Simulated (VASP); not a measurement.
# Na (Im-3m) in VASP: further runs

The runs below take Na through relaxation of cell and atoms, with r2SCAN, LDA.

Everything below comes from runs of VASP 6.6.1. Logs are shortened: lines on timing, memory, paths and dates and some standing lists are left out, and cuts for length are marked.

### 1 Starting point

It takes space group Im-3m (No. 229, cubic). The conventional cell has a = 4.282 Å, b = 4.282 Å, c = 4.282 Å, α = 90.00°, β = 90.00°, γ = 90.00°. Around Na (site symmetry m-3m) lie 8 Na at 3.71 Å.

### 2 Relaxation of cell and atoms, r2SCAN

INCAR

```
SYSTEM = Na
  PREC = Accurate
  ENCUT = 600
  EDIFF = 1E-6
  ISMEAR = 1
  SIGMA = 0.1
  LREAL = .FALSE.
  LASPH = .TRUE.
  NELM = 80
  ALGO = Normal
  ISIF = 3
  LWAVE = .FALSE.
  LCHARG = .FALSE.
  METAGGA = R2SCAN
  LMIXTAU = .TRUE.
  IBRION = 2
  NSW = 90
  EDIFFG = -0.01
```

KPOINTS

```
regular mesh
0
G
  14 14 14
  0 0 0
```

POSCAR

```
Na
1.0
   -2.1410000000      2.1410000000      2.1410000000
    2.1410000000     -2.1410000000      2.1410000000
    2.1410000000      2.1410000000     -2.1410000000
Na
1
Direct
    0.0000000000      0.0000000000      0.0000000000
```

Potentials or basis: VASP PAW PBE potentials, release 64 (Na_pv).

Started as:

```console
$ cat potpaw_PBE.64/Na_pv/POTCAR > POTCAR
$ mpirun -np 1 vasp_std > vasp.out
```

OUTCAR:

```text
SYSTEM = Na
   PREC = Accurate
   ENCUT = 600
   EDIFF = 1E-6
   ISMEAR = 1
   LREAL = .FALSE.
   LASPH = .TRUE.
   NELM = 80
   ISIF = 3
   METAGGA = R2SCAN
   IBRION = 2
   NSW = 90
   EDIFFG = -0.01

 ion  position               nearest neighbor table
   1  0.000  0.000  0.000-

  LATTYP: Found a body centered cubic cell.
 ALAT       =     4.2820000000

  Lattice vectors:

 A1 = (  -2.1410000000,   2.1410000000,   2.1410000000)
 A2 = (   2.1410000000,  -2.1410000000,   2.1410000000)
 A3 = (   2.1410000000,   2.1410000000,  -2.1410000000)

Analysis of symmetry for initial positions (statically):
=====================================================================
 Subroutine PRICEL returns:
 Original cell was already a primitive cell.

 Routine SETGRP: Setting up the symmetry group for a
 body centered cubic supercell.

 Subroutine GETGRP returns: Found 48 space group operations
 (whereof 48 operations were pure point group operations)
 out of a pool of 48 trial point group operations.

The static configuration has the point symmetry O_h .

Analysis of symmetry for dynamics (positions and initial velocities):
=====================================================================
 Subroutine PRICEL returns:
 Original cell was already a primitive cell.

 Routine SETGRP: Setting up the symmetry group for a
 body centered cubic supercell.

 Subroutine GETGRP returns: Found 48 space group operations
 (whereof 48 operations were pure point group operations)
 out of a pool of 48 trial point group operations.

The dynamic configuration has the point symmetry O_h .

 Subroutine INISYM returns: Found 48 space group operations
 (whereof 48 operations are pure point group operations),
 and found     1 'primitive' translations

----------------------------------------------------------------------------------------

                                     Primitive cell

  volume of cell :      39.2564

  direct lattice vectors                    reciprocal lattice vectors
    -2.141000000  2.141000000  2.141000000     0.000000000  0.233535731  0.233535731
     2.141000000 -2.141000000  2.141000000     0.233535731  0.000000000  0.233535731
     2.141000000  2.141000000 -2.141000000     0.233535731  0.233535731  0.000000000

  length of vectors
     3.708320779  3.708320779  3.708320779     0.330269398  0.330269398  0.330269398

  position of ions in fractional coordinates (direct lattice)
     0.000000000  0.000000000  0.000000000

  ion indices of the primitive-cell ions
   primitive index   ion index
                 1           1

----------------------------------------------------------------------------------------

 KPOINTS: regular mesh

Automatic generation of k-mesh.
 Grid dimensions read from file:
 generate k-points for:   14   14   14

 Generating k-lattice:

  Cartesian coordinates                     Fractional coordinates (reciprocal lattice)
     0.000000000  0.016681124  0.016681124     0.071428571  0.000000000  0.000000000
     0.016681124  0.000000000  0.016681124     0.000000000  0.071428571  0.000000000
     0.016681124  0.016681124  0.000000000     0.000000000  0.000000000  0.071428571

  Length of vectors
     0.023590671  0.023590671  0.023590671

  Shift w.r.t. Gamma in fractional coordinates (k-lattice)
     0.000000000  0.000000000  0.000000000

 Subroutine IBZKPT returns following result:
 ===========================================

 Found    104 irreducible k-points:

 Following reciprocal coordinates:
            Coordinates               Weight
  0.000000  0.000000  0.000000      1.000000
  0.071429  0.000000  0.000000     12.000000
  0.142857  0.000000  0.000000     12.000000
  0.214286  0.000000  0.000000     12.000000
  0.285714  0.000000  0.000000     12.000000
  0.357143  0.000000  0.000000     12.000000
[... 16 lines left out ...]
  0.285714  0.285714  0.000000     24.000000
  0.357143  0.285714  0.000000     24.000000
 [... further k-points ...]
   k-points           NKPTS =    104   k-points in BZ     NKDIM =    104   number of bands    NBANDS=      7
   number of dos      NEDOS =    301   number of ions     NIONS =      1
   total plane-waves  NPLWV =  27000
   dimension x,y,z NGX =    30 NGY =   30 NGZ =   30
   dimension x,y,z NGXF=    60 NGYF=   60 NGZF=   60
   ions per type =               1
   NGX,Y,Z   is equivalent  to a cutoff of  13.45, 13.45, 13.45 a.u.
   NGXF,Y,Z  is equivalent  to a cutoff of  26.90, 26.90, 26.90 a.u.
 SYSTEM =  Na
   PREC   = accura    normal or accurate (medium, high low for compatibility)
   ISTART =      0    job   : 0-new  1-cont  2-samecut
   ICHARG =      2    charge: 1-file 2-atom 10-const
   ISPIN  =      1    spin polarized calculation?
   LNONCOLLINEAR =      F non collinear calculations
   LSORBIT =      F    spin-orbit coupling
   LASPH  =      T    aspherical Exc in radial PAW
   ENCUT  =  600.0 eV  44.10 Ry    6.64 a.u.   7.41  7.41  7.41*2*pi/ulx,y,z
   NELM   =     80;   NELMIN=  2; NELMDL= -5     # of ELM steps
   EDIFF  = 0.1E-05   stopping-criterion for ELM
   LREAL  =      F    real-space projection
   EDIFFG = -.1E-01   stopping-criterion for IOM
   NSW    =     90    number of steps for IOM
   IBRION =      2    ionic relax: 0-MD 1-quasi-New 2-CG
   NFREE  =      1    steps in history (QN), initial steepest desc. (CG)
   ISIF   =      3    stress and relaxation
   ISYM   =      2    0-nonsym 1-usesym 2-fastsym
   POTIM  = 0.5000    time-step for ionic-motion
   TEBEG  =    0.0;   TEEND  =   0.0 temperature during run
   PSTRESS=    0.0 pullay stress
   NELECT =       7.0000    total number of electrons
   NUPDOWN=      -1.0000    fix difference up-down
   EMIN   =  10.00;   EMAX   =-10.00  energy-range for DOS
   EFERMI =   0.00;   METHOD = LEGACY
   ISMEAR =     1;   SIGMA  =   0.10  broadening in eV -4-tet -1-fermi 0-gaus
   EFERMI_NEDOS =   21; number of points for ismear=-14 and -15
   IALGO  =     38    algorithm
   IMIX   =      4    mixing-type and parameters
     AMIX     =   0.40;   BMIX     =  1.00
     AMIX_MAG =   1.60;   BMIX_MAG =  1.00
  volume/ion in A,a.u.               =      39.26       264.91
  Fermi-wavevector in a.u.,A,eV,Ry     =   0.921448  1.741284 11.552251  0.849066
  Thomas-Fermi vector in A             =   2.046866
   LORBIT       =      0    0 simple, 1 ext, 2 COOP (PROOUT), +10 PAW based schemes
   METAGGA = R2SCAN    functional components
   LHFCALC =     F    Hartree Fock is set to
   AEXX    =    0.0000 exact exchange contribution
   IVDW    =     0    specifies the selected vdW correction
   LEPSILON=     F    determine dielectric tensor
   LRPA    =     F    only Hartree local field effects (RPA)
 conjugate gradient relaxation of ions
 non-spin polarized calculation
 Methfessel and Paxton  Order N= 1 SIGMA  =   0.10
  energy-cutoff  :      600.00
  volume of cell :       39.26
 maximum number of plane-waves:      1326
 NGX is ok and might be reduce to    30
   NGX = 15   NGY = 15   NGZ = 15

--------------------------------------- Ionic step        1  -------------------------------------------

 number of electron       7.0000007 magnetization

 Free energy of the ion-electron system (eV)
  ---------------------------------------------------
  ext. energy  EPLUGINS =         0.00000000
  ---------------------------------------------------
  free energy    TOTEN  =        -3.55238276 eV

  energy without entropy =       -3.55168886  energy(sigma->0) =       -3.55215146

------------------------ aborting loop because EDIFF is reached ----------------------------------------

  FORCE on cell =-STRESS in cart. coord.  units (eV):
  Direction    XX          YY          ZZ          XY          YZ          ZX
  --------------------------------------------------------------------------------------
  -------------------------------------------------------------------------------------
  Total       -0.0691327     -0.0691327     -0.0691327      0.0000000      0.0000000      0.0000000
  in kB       -2.8215256     -2.8215256     -2.8215256      0.0000000      0.0000000      0.0000000
  external PRESSURE =      -2.8215256 kB  Pullay stress =       0.0000000 kB
[... 125 lines left out ...]
  energy  without entropy=       -3.5527450255  energy(sigma->0) =       -3.55320992

--------------------------------------- Ionic step        5  -------------------------------------------

 number of electron       6.9999998 magnetization

 Free energy of the ion-electron system (eV)
  ---------------------------------------------------
  ext. energy  EPLUGINS =         0.00000000
  ---------------------------------------------------
  free energy    TOTEN  =        -3.55369251 eV

  energy without entropy =       -3.55299259  energy(sigma->0) =       -3.55345920

 E-fermi :   0.2620     XC(G=0):  -6.8665

 val. band max:        0.2433836113   @ k =  -0.3571   0.4286   0.1429
 cond. band min:       0.3229395660   @ k =   0.3571   0.0714   0.0714
 fundamental gap:      0.0795559547
 Fermi energy:         0.2619836685

 k-point     1 :       0.0000    0.0000    0.0000
  band No.  band energies     occupation
      1     -25.7324      2.00000
      2     -25.7324      2.00000
      3     -25.7322      2.00000
      4      -3.1539      2.00000
      5      12.5939      0.00000
      6      12.5944      0.00000
      7      12.5944      0.00000
[... 221 lines left out ...]
 k-point    24 :       0.3571    0.2857    0.0000
  band No.  band energies     occupation
      1     -25.7580      2.00000
      2     -25.7529      2.00000
      3     -25.7366      2.00000
      4       2.0400     -0.00000
      5       2.5509      0.00000
      6       4.0451      0.00000
      7       8.9267      0.00000

 [... further k-points ...]
[... 5 lines left out ...]
  --------------------------------------------------------------------------------------
  -------------------------------------------------------------------------------------
  Total        0.0010722      0.0010722      0.0010722      0.0000000      0.0000000     -0.0000000
  in kB        0.0454930      0.0454930      0.0454930      0.0000000      0.0000000     -0.0000000
  external PRESSURE =       0.0454930 kB  Pullay stress =       0.0000000 kB
[... 16 lines left out ...]
  FREE ENERGIE OF THE ION-ELECTRON SYSTEM (eV)
  ---------------------------------------------------
  free  energy   TOTEN  =        -3.5536925053 eV

  energy  without entropy=       -3.5529925862  energy(sigma->0) =       -3.55345920

 reached required accuracy - stopping structural energy minimisation
```

Run time: 4.8 min. Hardware: 1 thread of Intel Xeon 6975P-C (Granite Rapids), shared host; peak memory 0.18 GiB.

Results:

```yaml
Free_energy: -3.5537 eV
Relaxed_volume: 37.76 Å³/atom
Relaxed_cell: a = 3.661 Å, b = 3.661 Å, c = 3.661 Å, α = 109.47°, β = 109.47°, γ = 109.47°
Space_group_after_relaxing_to_0.05_Å: Im-3m (No. 229)
Energy_gained_by_relaxing: 1.3 meV/atom
Ionic_steps: 5
Pressure_after_relaxing: 0.0 GPa
Band_gap_on_the_k_mesh: none (metal or under the smearing width)
```

Step by step:
| step | energy change (eV) | largest force (eV/Å) | pressure (GPa) | volume (Å³) |
| --- | --- | --- | --- | --- |
| 1 | 0.0000 | 0.0000 | -0.28 | 39.26 |
| 2 | -0.0006 | 0.0000 | -0.17 | 38.86 |
| 3 | -0.0008 | 0.0000 | -0.13 | 38.71 |
| 4 | -0.0011 | 0.0000 | -0.06 | 38.39 |
| 5 | -0.0013 | 0.0000 | 0.00 | 37.76 |

Final structure:
```
Na
1.0
    -2.11346    2.11346    2.11346
     2.11346   -2.11346    2.11346
     2.11346    2.11346   -2.11346
Na
1
Direct
  0.00000 0.00000 0.00000
```

Caveat: the PAW data sets were made with another functional, which shifts forces and pressure a little.

(Part 1 of 2 ends here.)
